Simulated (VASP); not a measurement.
# TePb (Fm-3m) in VASP: further runs

The runs below take TePb through single point, with PBE.

All numbers are computed with VASP 6.6.1; they aren't measurements. Logs are shortened: lines on timing, memory, paths and dates and some standing lists are left out, and cuts for length are marked.

**1. Starting point**

It takes space group Fm-3m (No. 225, cubic). Conventional cell: a = 6.462 Å, b = 6.462 Å, c = 6.462 Å, α = 90.00°, β = 90.00°, γ = 90.00°. Around Pb (site symmetry m-3m) lie 6 Te at 3.23 Å. Te (site symmetry m-3m) is surrounded by 6 Pb at 3.23 Å.

**2. Single point, PBE**

Contents of INCAR:

```
SYSTEM = TePb
ADDGRID = .False.
ALGO = Normal
EDIFF = 1E-5
ENCUT = 460
GGA = PE
ISIF = 2
ISMEAR = 0
LASPH = .True.
LCHARG = .False.
LREAL = .False.
LWAVE = .False.
NELM = 100
PREC = Accurate
SIGMA = 0.05
```

Contents of KPOINTS:

```
k-points
0
Gamma
  5 5 5
  0 0 0
```

Contents of POSCAR:

```
TePb
1.0
    0.0000000000      3.2310000000      3.2310000000
    3.2310000000      0.0000000000      3.2310000000
    3.2310000000      3.2310000000      0.0000000000
Pb Te
1 1
Direct
   -0.0068530000      0.0005720000     -0.0056850000
    0.5279490000      0.4690950000      0.5208160000
```

Potentials or basis: VASP PAW PBE potentials, release 64 (Pb_d, Te).

The run is started by

```
$ cat potpaw_PBE.64/Pb_d/POTCAR potpaw_PBE.64/Te/POTCAR > POTCAR
$ mpirun -np 1 vasp_std > vasp.out
```

OUTCAR:

```text
SYSTEM = TePb
   EDIFF = 1E-5
   ENCUT = 460
   GGA = PE
   ISIF = 2
   ISMEAR = 0
   LASPH = .True.
   LREAL = .False.
   NELM = 100
   PREC = Accurate

 Found     63 irreducible k-points:

 Following reciprocal coordinates:
            Coordinates               Weight
  0.000000  0.000000  0.000000      1.000000
  0.200000  0.000000  0.000000      2.000000
  0.000000  0.200000  0.000000      2.000000
  0.000000  0.000000  0.200000      2.000000
  0.200000  0.200000  0.200000      2.000000
  0.400000  0.000000  0.000000      2.000000
   k-points           NKPTS =     63   k-points in BZ     NKDIM =     63   number of bands    NBANDS=     14
   number of dos      NEDOS =    301   number of ions     NIONS =      2
   total plane-waves  NPLWV =  32768
   dimension x,y,z NGX =    32 NGY =   32 NGZ =   32
   dimension x,y,z NGXF=    64 NGYF=   64 NGZF=   64
   ions per type =               1   1
   NGX,Y,Z   is equivalent  to a cutoff of  11.64, 11.64, 11.64 a.u.
   NGXF,Y,Z  is equivalent  to a cutoff of  23.29, 23.29, 23.29 a.u.
 SYSTEM =  TePb
   PREC   = accura    normal or accurate (medium, high low for compatibility)
   ISTART =      0    job   : 0-new  1-cont  2-samecut
   ICHARG =      2    charge: 1-file 2-atom 10-const
   ISPIN  =      1    spin polarized calculation?
   LNONCOLLINEAR =      F non collinear calculations
   LSORBIT =      F    spin-orbit coupling
   LASPH  =      T    aspherical Exc in radial PAW
   ENCUT  =  460.0 eV  33.81 Ry    5.81 a.u.   7.99  7.99  7.99*2*pi/ulx,y,z
   NELM   =    100;   NELMIN=  2; NELMDL= -5     # of ELM steps
   EDIFF  = 0.1E-04   stopping-criterion for ELM
   LREAL  =      F    real-space projection
   EDIFFG = 0.1E-03   stopping-criterion for IOM
   NSW    =      0    number of steps for IOM
   IBRION =     -1    ionic relax: 0-MD 1-quasi-New 2-CG
   NFREE  =      0    steps in history (QN), initial steepest desc. (CG)
   ISIF   =      2    stress and relaxation
   ISYM   =      2    0-nonsym 1-usesym 2-fastsym
   POTIM  = 0.5000    time-step for ionic-motion
   TEBEG  =    0.0;   TEEND  =   0.0 temperature during run
   PSTRESS=    0.0 pullay stress
   NELECT =      20.0000    total number of electrons
   NUPDOWN=      -1.0000    fix difference up-down
   EMIN   =  10.00;   EMAX   =-10.00  energy-range for DOS
   EFERMI =   0.00;   METHOD = LEGACY
   ISMEAR =     0;   SIGMA  =   0.05  broadening in eV -4-tet -1-fermi 0-gaus
   EFERMI_NEDOS =   21; number of points for ismear=-14 and -15
   IALGO  =     38    algorithm
   IMIX   =      4    mixing-type and parameters
     AMIX     =   0.40;   BMIX     =  1.00
     AMIX_MAG =   1.60;   BMIX_MAG =  1.00
  volume/ion in A,a.u.               =      33.73       227.62
  Fermi-wavevector in a.u.,A,eV,Ry     =   1.091619  2.062861 16.213147  1.191633
  Thomas-Fermi vector in A             =   2.227868
   LORBIT       =      0    0 simple, 1 ext, 2 COOP (PROOUT), +10 PAW based schemes
   GGA     = PE    functional components
   LHFCALC =     F    Hartree Fock is set to
   AEXX    =    0.0000 exact exchange contribution
   IVDW    =     0    specifies the selected vdW correction
   LEPSILON=     F    determine dielectric tensor
   LRPA    =     F    only Hartree local field effects (RPA)
 non-spin polarized calculation
 Gauss-broadening in eV      SIGMA  =   0.05
  energy-cutoff  :      460.00
  volume of cell :       67.46
 maximum number of plane-waves:      1524
   NGX = 15   NGY = 15   NGZ = 15

 number of electron      20.0000001 magnetization

 Free energy of the ion-electron system (eV)
  ---------------------------------------------------
  ext. energy  EPLUGINS =         0.00000000
  ---------------------------------------------------
  free energy    TOTEN  =        -7.48942127 eV

  energy without entropy =       -7.48942127  energy(sigma->0) =       -7.48942127

 E-fermi :   5.7535     XC(G=0):  -9.2940

 val. band max:        5.4865883567   @ k =   0.2000   0.0000  -0.2000
 cond. band min:       6.7216200055   @ k =   0.0000   0.0000   0.4000
 fundamental gap:      1.2350316488
 Fermi energy:         5.7534848951

 k-point     1 :       0.0000    0.0000    0.0000
  band No.  band energies     occupation
      1     -11.0732      2.00000
      2     -11.0732      2.00000
      3     -11.0643      2.00000
      4     -11.0586      2.00000
      5     -11.0586      2.00000
      6      -6.4361      2.00000
      7       0.0623      2.00000
      8       4.2083      2.00000
      9       4.3020      2.00000
     10       4.3037      2.00000
     11       9.4997      0.00000
     12       9.5026      0.00000
     13       9.7748      0.00000
     14      11.4233      0.00000

 k-point     2 :       0.2000    0.0000    0.0000
  band No.  band energies     occupation
      1     -11.0786      2.00000
      2     -11.0776      2.00000
      3     -11.0614      2.00000
      4     -11.0550      2.00000
      5     -11.0531      2.00000
      6      -6.1009      2.00000
      7      -0.9314      2.00000
      8       4.3020      2.00000
      9       4.3935      2.00000
     10       4.7897      2.00000
     11       8.1501      0.00000
     12       8.4278      0.00000
     13       8.6219      0.00000
     14      11.3458      0.00000

 k-point     3 :       0.0000    0.2000    0.0000
  band No.  band energies     occupation
      1     -11.0787      2.00000
      2     -11.0776      2.00000
      3     -11.0613      2.00000
      4     -11.0551      2.00000
      5     -11.0531      2.00000
      6      -6.0999      2.00000
      7      -0.9351      2.00000
      8       4.3053      2.00000
      9       4.3930      2.00000
     10       4.7891      2.00000
     11       8.1485      0.00000
     12       8.4331      0.00000
     13       8.6266      0.00000
     14      11.3415      0.00000

 k-point     4 :       0.0000    0.0000    0.2000
  band No.  band energies     occupation
      1     -11.0788      2.00000
      2     -11.0776      2.00000
      3     -11.0610      2.00000
      4     -11.0553      2.00000
      5     -11.0531      2.00000
      6      -6.0986      2.00000
      7      -0.9399      2.00000
      8       4.3120      2.00000
      9       4.3899      2.00000
     10       4.7884      2.00000
     11       8.1473      0.00000
     12       8.4389      0.00000
     13       8.6330      0.00000
     14      11.3359      0.00000

 k-point     5 :       0.2000    0.2000    0.2000
  band No.  band energies     occupation
      1     -11.0787      2.00000
      2     -11.0776      2.00000
      3     -11.0612      2.00000
      4     -11.0551      2.00000
      5     -11.0531      2.00000
      6      -6.0995      2.00000
      7      -0.9368      2.00000
      8       4.3073      2.00000
      9       4.3923      2.00000
     10       4.7888      2.00000
     11       8.1479      0.00000
     12       8.4353      0.00000
     13       8.6288      0.00000
     14      11.3396      0.00000

 k-point     6 :       0.4000    0.0000    0.0000
  band No.  band energies     occupation
      1     -11.0880      2.00000
      2     -11.0859      2.00000
      3     -11.0594      2.00000
      4     -11.0459      2.00000
      5     -11.0430      2.00000
      6      -5.2727      2.00000
      7      -2.5491      2.00000
      8       4.5121      2.00000
      9       4.6434      2.00000
     10       5.3847      2.00000
     11       6.7400      0.00000
     12       7.1316      0.00000
     13       7.3057      0.00000
     14      12.9161      0.00000

 [... further k-points ...]

------------------------ aborting loop because EDIFF is reached ----------------------------------------

  FORCE on cell =-STRESS in cart. coord.  units (eV):
  Direction    XX          YY          ZZ          XY          YZ          ZX
  --------------------------------------------------------------------------------------
  -------------------------------------------------------------------------------------
  Total        0.8645310      1.5244261      0.8621909     -0.0064374      0.0043412     -0.0004186
  in kB       20.5329002     36.2056279     20.4773221     -0.1528915      0.1031046     -0.0099413
  external PRESSURE =      25.7386167 kB  Pullay stress =       0.0000000 kB

 VOLUME and BASIS-vectors are now :
 -----------------------------------------------------------------------------
  energy-cutoff  :      460.00
  volume of cell :       67.46
      direct lattice vectors                 reciprocal lattice vectors
     0.000000000  3.231000000  3.231000000    -0.154750851  0.154750851  0.154750851
     3.231000000  0.000000000  3.231000000     0.154750851 -0.154750851  0.154750851
     3.231000000  3.231000000  0.000000000     0.154750851  0.154750851 -0.154750851

 POSITION                                       TOTAL-FORCE (eV/Angst)
 -----------------------------------------------------------------------------------
      3.21448      6.42149      3.21071        -0.010825      0.200545      0.007266
      3.19840      3.38856      3.22145         0.010825     -0.200545     -0.007266
 -----------------------------------------------------------------------------------
    total drift:                                0.000066     -0.000484      0.000064

  FREE ENERGIE OF THE ION-ELECTRON SYSTEM (eV)
  ---------------------------------------------------
  free  energy   TOTEN  =        -7.4894212671 eV

  energy  without entropy=       -7.4894212671  energy(sigma->0) =       -7.48942127
```

Wall time 32 s (1 thread of Intel Xeon Platinum 8488C (Sapphire Rapids), shared host); peak memory 0.2 GiB.

These settings aren't checked as converged: the numbers below hold their error.

What came out:

* Free energy: -7.4894 eV
* Pressure: 2.6 GPa
* Largest force: 0.201 eV/Å
* Band gap on the k mesh: 1.23 eV, indirect (least direct gap 1.31 eV)

Caveat: spin-orbit coupling is left out, which as a rule narrows the gap of such compounds by several tenths of an eV; an odd mesh through Γ misses points on the zone boundary, where band edges often lie.

**3. Single point, PBE**

INCAR: that of step 2 with these lines changed.

```diff
@@ -3,3 +3,3 @@
 ALGO = Normal
-EDIFF = 1E-5
+EDIFF = 1E-6
 ENCUT = 460
```

KPOINTS is that of step 2.

Contents of POSCAR:

```
TePb
1.0
    0.0000000000      3.2310000000      3.2310000000
    3.2310000000      0.0000000000      3.2310000000
    3.2310000000      3.2310000000      0.0000000000
Pb Te
1 1
Direct
    0.0000000000      0.0000000000      0.0000000000
    0.5000000000      0.5000000000      0.5000000000
```

Potentials or basis: VASP PAW PBE potentials, release 64 (Pb_d, Te).

The run is started by

```
$ cat potpaw_PBE.64/Pb_d/POTCAR potpaw_PBE.64/Te/POTCAR > POTCAR
$ mpirun -np 1 vasp_std > vasp.out
```

OUTCAR:

```text
SYSTEM = TePb
   EDIFF = 1E-6
   ENCUT = 460
   GGA = PE
   ISIF = 2
   ISMEAR = 0
   LASPH = .True.
   LREAL = .False.
   NELM = 100
   PREC = Accurate

 Found     10 irreducible k-points:

 Following reciprocal coordinates:
            Coordinates               Weight
  0.000000  0.000000  0.000000      1.000000
  0.200000  0.000000  0.000000      8.000000
  0.400000  0.000000  0.000000      8.000000
  0.200000  0.200000  0.000000      6.000000
  0.400000  0.200000  0.000000     24.000000
 -0.400000  0.200000  0.000000     24.000000
   k-points           NKPTS =     10   k-points in BZ     NKDIM =     10   number of bands    NBANDS=     14
   number of dos      NEDOS =    301   number of ions     NIONS =      2
   total plane-waves  NPLWV =  32768
   dimension x,y,z NGX =    32 NGY =   32 NGZ =   32
   dimension x,y,z NGXF=    64 NGYF=   64 NGZF=   64
   ions per type =               1   1
   NGX,Y,Z   is equivalent  to a cutoff of  11.64, 11.64, 11.64 a.u.
   NGXF,Y,Z  is equivalent  to a cutoff of  23.29, 23.29, 23.29 a.u.
 SYSTEM =  TePb
   PREC   = accura    normal or accurate (medium, high low for compatibility)
   ISTART =      0    job   : 0-new  1-cont  2-samecut
   ICHARG =      2    charge: 1-file 2-atom 10-const
   ISPIN  =      1    spin polarized calculation?
   LNONCOLLINEAR =      F non collinear calculations
   LSORBIT =      F    spin-orbit coupling
   LASPH  =      T    aspherical Exc in radial PAW
   ENCUT  =  460.0 eV  33.81 Ry    5.81 a.u.   7.99  7.99  7.99*2*pi/ulx,y,z
   NELM   =    100;   NELMIN=  2; NELMDL= -5     # of ELM steps
   EDIFF  = 0.1E-05   stopping-criterion for ELM
   LREAL  =      F    real-space projection
   EDIFFG = 0.1E-04   stopping-criterion for IOM
   NSW    =      0    number of steps for IOM
   IBRION =     -1    ionic relax: 0-MD 1-quasi-New 2-CG
   NFREE  =      0    steps in history (QN), initial steepest desc. (CG)
   ISIF   =      2    stress and relaxation
   ISYM   =      2    0-nonsym 1-usesym 2-fastsym
   POTIM  = 0.5000    time-step for ionic-motion
   TEBEG  =    0.0;   TEEND  =   0.0 temperature during run
   PSTRESS=    0.0 pullay stress
   NELECT =      20.0000    total number of electrons
   NUPDOWN=      -1.0000    fix difference up-down
   EMIN   =  10.00;   EMAX   =-10.00  energy-range for DOS
   EFERMI =   0.00;   METHOD = LEGACY
   ISMEAR =     0;   SIGMA  =   0.05  broadening in eV -4-tet -1-fermi 0-gaus
   EFERMI_NEDOS =   21; number of points for ismear=-14 and -15
   IALGO  =     38    algorithm
   IMIX   =      4    mixing-type and parameters
     AMIX     =   0.40;   BMIX     =  1.00
[... 22 lines left out ...]
  ext. energy  EPLUGINS =         0.00000000
  ---------------------------------------------------
  free energy    TOTEN  =        -7.50301707 eV

  energy without entropy =       -7.50301707  energy(sigma->0) =       -7.50301707

 E-fermi :   5.6926     XC(G=0):  -9.3017

 val. band max:        5.4618167822   @ k =  -0.2000   0.2000   0.0000
 cond. band min:       6.6689827603   @ k =   0.4000   0.0000   0.0000
 fundamental gap:      1.2071659781
 Fermi energy:         5.6925950696

 k-point     1 :       0.0000    0.0000    0.0000
  band No.  band energies     occupation
      1     -11.0989      2.00000
      2     -11.0989      2.00000
      3     -11.0895      2.00000
      4     -11.0895      2.00000
      5     -11.0895      2.00000
      6      -6.3954      2.00000
      7       0.0286      2.00000
      8       4.2766      2.00000
      9       4.2766      2.00000
     10       4.2766      2.00000
     11       9.7020      0.00000
     12       9.7020      0.00000
     13       9.7020      0.00000
     14      11.4196      0.00000
[... 71 lines left out ...]
      1     -11.1248      2.00000
      2     -11.1081      2.00000
      3     -11.0836      2.00000
      4     -11.0762      2.00000
      5     -11.0716      2.00000
      6      -4.8183      2.00000
      7      -2.7195      2.00000
      8       2.6699      2.00000
      9       4.1265      2.00000
     10       4.5065      2.00000
     11       7.7060      0.00000
     12       7.8408      0.00000
     13       9.7988      0.00000
     14      12.6557      0.00000

 [... further k-points ...]

------------------------ aborting loop because EDIFF is reached ----------------------------------------

  FORCE on cell =-STRESS in cart. coord.  units (eV):
  Direction    XX          YY          ZZ          XY          YZ          ZX
  --------------------------------------------------------------------------------------
  -------------------------------------------------------------------------------------
  Total        0.8852973      0.8852973      0.8852973      0.0000000     -0.0000000      0.0000000
  in kB       21.0261059     21.0261059     21.0261059      0.0000000     -0.0000000      0.0000000
  external PRESSURE =      21.0261059 kB  Pullay stress =       0.0000000 kB

 VOLUME and BASIS-vectors are now :
 -----------------------------------------------------------------------------
  energy-cutoff  :      460.00
  volume of cell :       67.46
      direct lattice vectors                 reciprocal lattice vectors
     0.000000000  3.231000000  3.231000000    -0.154750851  0.154750851  0.154750851
     3.231000000  0.000000000  3.231000000     0.154750851 -0.154750851  0.154750851
     3.231000000  3.231000000  0.000000000     0.154750851  0.154750851 -0.154750851

 POSITION                                       TOTAL-FORCE (eV/Angst)
 -----------------------------------------------------------------------------------
      0.00000      0.00000      0.00000         0.000000     -0.000000      0.000000
      3.23100      3.23100      3.23100        -0.000000      0.000000     -0.000000
 -----------------------------------------------------------------------------------
    total drift:                                0.000000     -0.000000     -0.000000

  FREE ENERGIE OF THE ION-ELECTRON SYSTEM (eV)
  ---------------------------------------------------
  free  energy   TOTEN  =        -7.5030170668 eV

  energy  without entropy=       -7.5030170668  energy(sigma->0) =       -7.50301707
```

stdout:

```text
POSCAR found type information on POSCAR PbTe
 POSCAR found :  2 types and       2 ions
 scaLAPACK will be used
 LDA part: xc-table for (Slater+PW92), standard interpolation
 POSCAR, INCAR and KPOINTS ok, starting setup
 FFT: planning ... GRIDC
 FFT: planning ... GRID_SOFT
 FFT: planning ... GRID
 WAVECAR not read
 entering main loop
```

Wall time 9.1 s (1 thread of Intel Xeon Platinum 8488C (Sapphire Rapids), shared host); peak memory 0.17 GiB.

These settings aren't checked as converged: the numbers below hold their error.

What came out:

| Quantity | Value |
| --- | --- |
| Free energy | -7.5030 eV |
| Pressure | 2.1 GPa |

Caveat: this odd mesh misses L, where the gap lies, so gap, dielectric constants and Born charges aren't listed.

**4. For comparison**

An earlier run on the cell as given: functional PBEsol; potentials or basis VASP PAW PBE potentials, release 64 (Pb_d, Te); cutoff 520 eV; k mesh 7 × 7 × 7; occupations fermi-dirac, width 0.05 eV; no spin polarisation.

* Pressure: -0.4 GPa
